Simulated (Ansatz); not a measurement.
## CsPbI3 (cubic perovskite): energy against volume

CsPbI$_{3}$ (cubic perovskite)

```xyz
5
Lattice="6.3905 0.0000 0.0000 0.0000 6.3905 0.0000 0.0000 0.0000 6.3905" Properties=species:S:1:pos:R:3 pbc="T T T"
Cs     0.0000     0.0000     0.0000
Pb     3.1952     3.1952     3.1952
I      0.0000     3.1952     3.1952
I      3.1952     3.1952     0.0000
I      3.1952     0.0000     3.1952
```

This relaxed cell (volume V₀) is scaled evenly in all directions, its shape held. Symmetry pins the atoms to their sites.

All values below come from PBE (plane waves to 420 eV, PAW, scalar-relativistic; Ansatz, a quantum-chemistry and plane-wave program). k mesh 5×5×5 (Γ-centred), Fermi-Dirac smearing 0.05 eV. Energies are smeared free energies. Compression counts positive. CsPbI3 was relaxed with its symmetry unable to fall. Spin-orbit coupling is left out, though I and Pb are heavy. This is a high-temperature form of CsPbI3. ΔE is measured from the relaxed starting cell.

```
V (Å³/atom)  ΔE (meV/atom)  P (GPa)
-----------  -------------  -------
46.976                29.2     1.98
47.846                19.6     1.57
48.715                12.1     1.19
49.585                 6.6     0.85
50.455                 2.8     0.54
51.325                 0.7     0.26
52.195                 0.0     0.00
53.065                 0.6    -0.23
53.935                 2.5    -0.45
54.805                 5.4    -0.64
55.675                 9.4    -0.81
56.544                14.3    -0.97
57.415                19.9    -1.12
```

Derived quantities:

The pressure at the smallest volume is 1.98 GPa, the energy cost of the largest compression is 29.2 meV/atom and the energy cost of the largest expansion is 19.9 meV/atom. The bulk modulus B₀ (third-order Birch-Murnaghan fit) is 14.7 GPa and the pressure derivative B₀′ (fit) is 4.7. The equilibrium volume of the fit is 52.20 Å³/atom and the pressure for 5 % compression (fit) is 0.8 GPa.

(A scan under strain: stresses follow from slopes of the energy per volume, elastic moduli from its curvatures.)
